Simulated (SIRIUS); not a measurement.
Crystal: TePb.

```
Pb Te
1.0
     0.00000    3.23100    3.23100
     3.23100    0.00000    3.23100
     3.23100    3.23100    0.00000
Pb Te
1 1
Direct
  0.00000 0.00000 0.00000
  0.50000 0.50000 0.50000
```

Base run:

- Program: SIRIUS 7.12.0
- Functional: PBEsol
- Potentials or basis: PseudoDojo 0.4.1 PBE standard (scalar relativistic)
- Cutoff: 1102 eV
- Density cutoff: 4408 eV
- k mesh: 6 × 6 × 6
- Occupations: fermi-dirac, width 0.05 eV
- Spin: no spin polarisation

Its results: band gap on the k mesh 0.67 eV; pressure -0.3 GPa.

Q: The run is repeated on the same cell with these changes: functional from PBEsol to LDA; libxc names from ["XC_GGA_X_PBE_SOL", "XC_GGA_C_PBE_SOL"] to ["XC_LDA_X", "XC_LDA_C_PW"]. What comes out?

A: Band gap on the k mesh 0.65 eV; pressure -1.7 GPa.

Caveats: the potentials were made for another functional, which shifts forces and pressure; spin-orbit coupling is left out, which as a rule narrows the gap of such compounds by several tenths of an eV.

A k mesh can miss the band edges.

Not every run made on this cell is shown here.
